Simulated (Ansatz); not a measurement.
# Ta2N under changes of volume

One of the cells (13.622 Å³/atom); the others are scaled copies at fixed shape and fractional positions:

```
CELL_PARAMETERS angstrom
3.11286 0.00000 0.00000
-1.55643 2.69582 0.00000
0.00000 0.00000 4.86984
ATOMIC_POSITIONS crystal
Ta 0.33333 0.66667 0.25471
Ta 0.66667 0.33333 0.74529
N 0.00000 0.00000 0.00000
```

The cell comes from a database or a generator and needn't be the stable form of this composition.

| Item | Value |
| --- | --- |
| Program | Ansatz 0.2.0 |
| Functional | PBE |
| Potentials or basis | all-electron LAPW, scalar-relativistic |
| Cutoff | 365 eV (chosen from the basis error) |
| Basis error allowed | 0.001 eV/atom |
| k mesh | 10 × 10 × 6 |
| Occupations | fermi-dirac, width 0.05 eV |
| Spin | no spin polarisation |

```csv
volume (Å³/atom),energy over the lowest point (meV/atom),pressure (GPa),largest force (eV/Å)
12.805,40.64,18.2,0.361
13.077,15.94,11.0,0.225
13.350,2.78,4.6,0.101
13.622,0.00,-1.2,0.012
13.895,6.54,-6.4,0.116
14.167,21.46,-11.0,0.211
14.439,?,?,?
```

Q: What does the run at 14.439 Å³/atom give?

A: Energy over the lowest point 43.91 meV/atom; pressure -15.2 GPa; largest force 0.298 eV/Å.

Worked out: A Birch-Murnaghan fit of order 3 (a polynomial in V^(-2/3)) to the other rows has its minimum at 13.56 Å³/atom with B0 = V·E''(V) = 279 GPa and B' = 4.3 at fixed shape and positions, which overstates the stiffness. It gives 43.86 meV/atom at 14.439 Å³/atom, against the run's 43.91, and -dE/dV = -15.3 GPa, against -15.2.

Energies are extrapolated to zero smearing.
